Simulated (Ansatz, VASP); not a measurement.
**Two plane-wave programs on WS2**

```
W S
1.0
     2.60182    0.00000    0.00000
     0.00000    2.60182    0.00000
     0.00000    0.00000    9.23677
W S
1 2
Direct
  0.50000 0.50000 0.50000
  0.50000 0.50000 0.76188
  0.50000 0.50000 0.23812
```

Alike in both runs: functional PBE; k mesh 6 × 6 × 2; occupations gaussian, width 0.1 eV; no spin polarisation.

Ansatz relaxed the structure, and its values are those at the end. VASP's run is a single point on that final structure, the one shown.

|  | VASP | Ansatz |
| --- | --- | --- |
| version | VASP 6.6.1 | Ansatz 0.2.0 |
| potentials or method | VASP PAW PBE potentials, release 64 (W_sv, S) | scalar-relativistic, plane waves, PAW |
| plane-wave cutoff (eV) | 520 | 420 |
| valence electrons in the cell | 26 | 26 |

|  | VASP | Ansatz | Ansatz less VASP |
| --- | --- | --- | --- |
| gap on the k mesh at the Fermi level (eV) | none | none | - |
| pressure (GPa) | 0.2 | 0.1 | -0.11 |
| rms of the force components (eV/Å) | 0.008 | 0.005 | -0.0034 |

A gap of «none» marks a metal or a gap that the smearing closes.

Caveats: the k mesh is coarse (spacing up to 0.40 Å⁻¹), so the values aren't converged; this functional lacks dispersion, which binds the layers, so the pressure and a relaxed spacing across them are unreliable. The runs have no spin-orbit coupling, so splittings on W are missing.
